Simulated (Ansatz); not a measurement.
Input and command of a plane-wave DFT calculation in Ansatz:

```yaml
crystal:
  lattice:
    - [3.1829541699, 0.0, 0.0]
    - [-1.591477085, 2.7565191702, 0.0]
    - [0.0, 0.0, 28.53221786]
  atoms:
    - { symbol: W, position: [0.6666666667, 0.3333333333, 0.65928643] }
    - { symbol: W, position: [0.3333333333, 0.6666666667, 0.88553378] }
    - { symbol: W, position: [0.3333333333, 0.6666666667, 0.43436168] }
    - { symbol: S, position: [0.6666666667, 0.3333333333, 0.94018573] }
    - { symbol: S, position: [0.6666666667, 0.3333333333, 0.48903042] }
    - { symbol: S, position: [0.3333333333, 0.6666666667, 0.71395221] }
    - { symbol: S, position: [0.6666666667, 0.3333333333, 0.83084828] }
    - { symbol: S, position: [0.6666666667, 0.3333333333, 0.37971025] }
    - { symbol: S, position: [0.3333333333, 0.6666666667, 0.60462521] }
total_charge: -1
basis:
  ecutwfc: 420
kpoints:
  mp_grid: { grid: [12, 12, 1] }
hamiltonian:
  xc: pbe
scf:
  occupations: { method: gaussian, width: 0.05 }
output:
  forces: true
  stress: true
  eigenvalues: true
```

```bash
ansatz run input.yaml --threads 2 --pin off --max-ram 5120MiB --backend cpu --events-out ev --progress --plain --runs-dir out
```

Processor: Intel(R) Xeon(R) Processor @ 2.50GHz (Skylake/Cascade Lake), 2 threads, on a host shared with other jobs.

Problem. Estimate time, memory and problem size.

Solution. About 55 s on 2 threads of Intel(R) Xeon(R) Processor @ 2.50GHz (Skylake/Cascade Lake) (shared host), peak memory 0.59 GiB. It solves 49 bands at 19 k points (the mesh reduced by symmetry) with about 4931 plane waves, in 19 SCF iterations.
